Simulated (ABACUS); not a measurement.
Crystal: InPd.

```
In Pd
1.0
     3.27188    0.00000    0.00000
     0.00000    3.27188    0.00000
     0.00000    0.00000    3.27188
In Pd
1 1
Direct
  0.00000 0.00000 0.00000
  0.50000 0.50000 0.50000
```

The cell comes from a database or a generator and needn't be the stable form of this composition.

Base run:

* Program: ABACUS 3.10.1
* Functional: BLYP
* Potentials or basis: SG15 ONCV 1.2 PBE
* Cutoff: 1361 eV
* Density cutoff: 5442 eV
* Basis: DZP LCAO (the cutoffs set its grid)
* k mesh: 6 × 6 × 6
* Occupations: fermi-dirac, width 0.05 eV
* Spin: no spin polarisation

Its results: band gap on the k mesh none (metal or under the smearing width); pressure 13.4 GPa.

Problem. After a change of settings the same cell gave: band gap on the k mesh none (metal or under the smearing width); pressure 2.0 GPa. Which change was it?
A. functional from BLYP to TPSS
B. functional from BLYP to LDA
C. functional from BLYP to PBE
D. functional from BLYP to PBEsol

Solution. A.

Caveats: the atomic orbitals were generated for these runs and aren't a published set; the potentials were made for another functional, which shifts forces and pressure; the basis of atomic orbitals isn't converged, which shifts pressures, moduli and gaps.
